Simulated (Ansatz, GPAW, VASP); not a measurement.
**One calculation of Au, 3 ways**

```xyz
1
Lattice="0.0000 2.0350 2.0350 2.0350 0.0000 2.0350 2.0350 2.0350 0.0000" Properties=species:S:1:pos:R:3 pbc="T T T"
Au    0.0000    0.0000    0.0000
```

Alike in all runs: task single point; functional PBE; k mesh 11 × 11 × 11; occupations gaussian, width 0.011 eV; no spin polarisation; no spin-orbit coupling. Pressure is positive in compression and, in plane waves, holds the error of the finite cutoff.

```csv
program and potentials,plane-wave cutoff (eV),notes,pressure (GPa)
"Ansatz, all-electron LAPW, scalar-relativistic",-,-,10.81
"GPAW, GPAW PAW data sets (gpaw-data 1.2.1)",600,-,13.36
"VASP, PBE PAW files Au, 520 eV",520,-,10.51
```

The pressure spans 10.51 (VASP, PBE PAW files Au, 520 eV) to 13.36 GPa (GPAW, GPAW PAW data sets (gpaw-data 1.2.1)), with all-electron results at 10.81. The cell lies far from this level's equilibrium.

Differences between rows come from potentials, basis sets and numerical settings, since the functional is the same but for its coding. Runs on potential files found faulty are left out.

All three calculations put fcc gold under compression, although the cell is close to the measured lattice constant, where the real metal is nearly stress-free. The positive pressure therefore mainly reflects the functional: PBE underbinds the late 5d metals and favours too large a volume, so the experimental cell looks squeezed. Gold turns a modest error in length into a large pressure because it is stiff. Its nearly full, spatially extended 5d shells overlap and repel one another at short distance, against the cohesion from the 6s electrons and s–d hybridisation.

The VASP result lies close to the all-electron value of 10.81 GPa, while GPAW gives a clearly higher 13.36 GPa, probably because its data set describes the gold 5d and semicore region somewhat differently. The sign of the pressure is thus robust across the three treatments, but its size is less so. A single volume fixes neither the equilibrium lattice constant nor the bulk modulus.
